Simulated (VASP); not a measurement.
**C in VASP: how settings move the r2SCAN single point**

The r2SCAN single point of C (diamond) is repeated with altered inputs. Which of them can be trusted?

The runs shown are made with VASP 6.6.1. PAW datasets, plane waves. Computed at 0 K without zero-point motion; spin polarisation is off.

### Step 1. Starting point

The cell comes from an earlier relaxation with r2SCAN in another program.

The symmetry is Fd-3m (No. 227, cubic); conventional cell a = 3.560 Å, 5.64 Å³ an atom. C has 4 C at 1.54 Å.

As a file:

```xyz
2
Lattice="0.0000 1.7801 1.7801 1.7801 0.0000 1.7801 1.7801 1.7801 0.0000" Properties=species:S:1:pos:R:3 pbc="T T T"
C     0.0000    0.0000    0.0000
C     0.8901    0.8901    0.8901
```

### Step 2. Reference

Input file INCAR:

```
ENCUT = 520.000000
SIGMA = 0.010000
EDIFF = 1.00e-07
ALGO = Normal
METAGGA = R2SCAN
PREC = Accurate
IBRION = -1
ISIF = 2
ISMEAR = 0
NBANDS = 11
NELM = 120
NSW = 0
LASPH = .TRUE.
LCHARG = .TRUE.
LELF = .TRUE.
LWAVE = .FALSE.
LREAL = .FALSE.
```

Input file KPOINTS:

```
KPOINTS created by Atomic Simulation Environment
0
Gamma
12 12 12
0 0 0
```

Input file POSCAR:

```
C
 1.0000000000000000
     0.0000000000000000    1.7801241425321852    1.7801241425321852
     1.7801241425321852    0.0000000000000000    1.7801241425321852
     1.7801241425321852    1.7801241425321852    0.0000000000000000
 C
   2
Cartesian
  0.0000000000000000 -0.0000000000000000  0.0000000000000000
  0.8900620712660925  0.8900620712660925  0.8900620712660925
```

A file KPOINTS_OPT adds named points for the levels; it doesn't enter the self-consistent loop.

Potentials: the recommended PBE PAW datasets, 8 valence electrons.

Launch:

```bash
$ mpirun -np 1 vasp_std
```

### Step 3. Variant 1

Input file INCAR:

```
ENCUT = 520.000000
EDIFF = 1.00e-07
ALGO = Normal
METAGGA = R2SCAN
PREC = Accurate
IBRION = -1
ISIF = 2
NBANDS = 11
NSW = 0
LASPH = .TRUE.
LCHARG = .FALSE.
LWAVE = .FALSE.
LREAL = .FALSE.
ISMEAR = -5
SIGMA = 0.1
NELM = 85
```

KPOINTS is that of step 2.

POSCAR is that of step 2.

### Step 4. Variant 2

INCAR, as its differences from that of step 2:

```diff
@@ -10,8 +10,8 @@
 NBANDS = 11
-NELM = 120
 NSW = 0
 LASPH = .TRUE.
-LCHARG = .TRUE.
-LELF = .TRUE.
+LCHARG = .FALSE.
 LWAVE = .FALSE.
 LREAL = .FALSE.
+LMAXMIX = 6
+NELM = 67
```

KPOINTS is that of step 2.

POSCAR is that of step 2.

What does the calculation give? Wanted: for each run, changed; ending; energy change; pressure; electronic steps; usable.

**Answer**, as computed:

| run | changed | ending | energy change (meV/atom) | pressure (GPa) | gap on the mesh (eV; negative: overlap) | electronic steps | time | usable |
| --- | --- | --- | --- | --- | --- | --- | --- | --- |
| ref. | – | converged | 0 | 1.1 | 4.36 | 12 | 24 s | yes |
| 1 | ISMEAR = -5, SIGMA = 0.1, NELM = 85 | converged | 0.0 | 1.1 | 4.36 | 12 | 26 s | yes |
| 2 | LMAXMIX = 6, NELM = 67 | converged | 0.0 | 1.1 | 4.36 | 12 | 24 s | yes |

Of 2 altered inputs, 2 gave usable results.
